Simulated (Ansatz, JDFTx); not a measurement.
Given: the input of a run of JDFTx 1.7.0 (patched build) on Li2S. 

Contents of Li2S.in:

```
lattice \
    0.0000000000     2.8445000000     2.8445000000 \
    2.8445000000     0.0000000000     2.8445000000 \
    2.8445000000     2.8445000000     0.0000000000
latt-scale 1.889726124626 1.889726124626 1.889726124626
coords-type Lattice
ion S      0.0000000000     0.0000000000     0.0000000000 1
ion Li     0.7500000000     0.7500000000     0.7500000000 1
ion Li     0.2500000000     0.2500000000     0.2500000000 1

ion-species pseudo/S.upf
ion-species pseudo/Li.upf
elec-cutoff 37 296
elec-ex-corr gga-PBEsol
kpoint-folding 8 8 8
elec-smearing Gauss 0.00091873305
elec-n-bands 11
electronic-SCF nIterations 100 energyDiffThreshold 1e-09
electronic-minimize nIterations 30 energyDiffThreshold 1e-7
converge-empty-states yes
forces-output-coords Cartesian

dump-name run.$VAR
dump End Ecomponents EigStats BandEigs Kpoints Forces Stress ElecDensity Dtot KEdensity
```

Potentials or basis: PseudoDojo-SR-PBEsol-0.4.1-standard with smoothed tails.

Command:

```console
$ jdftx -c 1 -i Li2S.in -o Li2S.out
```

Set up the same calculation for Ansatz 0.2.0. Potentials or basis there: Ansatz PAW, cutoff 420 eV.

As run (cutoffs and basis follow the program's own potentials, and thresholds, step limits or extra output files can differ):

Contents of input.yaml:

```yaml
crystal:
  lattice:
    - [0.0, 2.8445, 2.8445]
    - [2.8445, 0.0, 2.8445]
    - [2.8445, 2.8445, 0.0]
  atoms:
    - { symbol: S, position: [0.0, 0.0, 0.0] }
    - { symbol: Li, position: [0.75, 0.75, 0.75] }
    - { symbol: Li, position: [0.25, 0.25, 0.25] }
hamiltonian:
  xc: pbesol
  pseudopotentials: { kind: paw }
kpoints:
  mp_grid: { grid: [8, 8, 8] }
scf:
  occupations: { method: gaussian, width: 0.05 }
output:
  forces: true
  stress: true
  eigenvalues: true
```

Potentials or basis: Ansatz PAW.

Launch:

```sh
$ ansatz run input.yaml --threads 2 --pin off --max-ram 5632MiB --backend cpu --events-out ev --progress --plain --runs-dir out
```

Both were run:

|  | JDFTx | Ansatz |
| --- | --- | --- |
| Pressure | -0.8 GPa | -0.7 GPa |

Ansatz's pressure holds a Pulay term of +0.00 GPa for its cutoff of 420 eV, which the other run lacks.

Ansatz's potentials were made for PBE.

Where Ansatz's input types no cutoff or centring, it takes its own default and a Γ-centred mesh.

Pressure is positive in compression.
